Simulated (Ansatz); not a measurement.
# MnO: single point with PBE

Crystal: MnO.

```
CELL_PARAMETERS angstrom
3.37170 0.00000 0.00000
-1.68585 2.91998 0.00000
0.00000 0.00000 5.38550
ATOMIC_POSITIONS crystal
Mn 0.65139 0.32060 0.50313
Mn 0.33732 0.67237 0.01206
O 0.66500 0.33927 0.87679
O 0.32086 0.65158 0.37275
```

The cell isn't the ideal one: atoms moved at random, drawn with an rms of 0.05 Å.

```json
{
 "Program": "Ansatz 0.2.0",
 "Task": "single point",
 "Functional": "PBE",
 "Potentials or basis": "Ansatz PAW",
 "Cutoff": "420 eV (not typed: the program's choice for these potentials)",
 "k mesh": "9 × 9 × 5",
 "Occupations": "fermi-dirac, width 0.05 eV",
 "Spin": "collinear spin, ferromagnetic start",
 "Starting moments": "[4.0, 4.0, 0.0, 0.0] μB"
}
```

```yaml
Pressure: -0.4 GPa
Largest_force: 0.345 eV/Å
Band_gap_on_the_k_mesh: none (metal or under the smearing width)
Net_moment: 0.00 μB per cell
Absolute_moment: 9.16 μB per cell
Site_moments: Mn +3.77, -3.67; O -0.09, +0.08 μB
```

Forces in eV/Å, atoms in the order of the input:
```
Mn   0.051 -0.041  0.339
Mn  -0.066  0.037 -0.318
O    0.077 -0.062 -0.302
O   -0.063  0.065  0.280
```

Stress tensor (GPa, compression positive):
```
 0.14 -0.40 -0.08
-0.40 -0.44 -0.15
-0.08 -0.15 -0.95
```

Levels at points of the mesh, in eV from the Fermi level:
Spin up:
| k point | band 18 | band 19 | band 20 | band 21 | band 22 | band 23 | band 24 | band 25 |
| --- | --- | --- | --- | --- | --- | --- | --- | --- |
| (0.00, 0.00, 0.00) | -2.21 | -1.07 | -0.40 | -0.25 | -0.23 | 2.02 | 2.07 | 2.95 |
Spin down:
```tsv
k point	band 18	band 19	band 20	band 21	band 22	band 23	band 24	band 25
(0.00, 0.00, 0.00)	-2.11	-0.90	-0.33	-0.16	-0.14	1.95	1.99	2.89
```

Wall time 110 s on 2 threads of Intel(R) Xeon(R) Processor @ 2.70GHz (shared host), peak memory 1 GiB.

Caveat: the pressure holds a Pulay correction of +0.5 GPa for the finite cutoff; semilocal functionals often make such compounds metallic where correlation or magnetic order opens a gap, which also shifts bond lengths; the starting moments weren't kept.
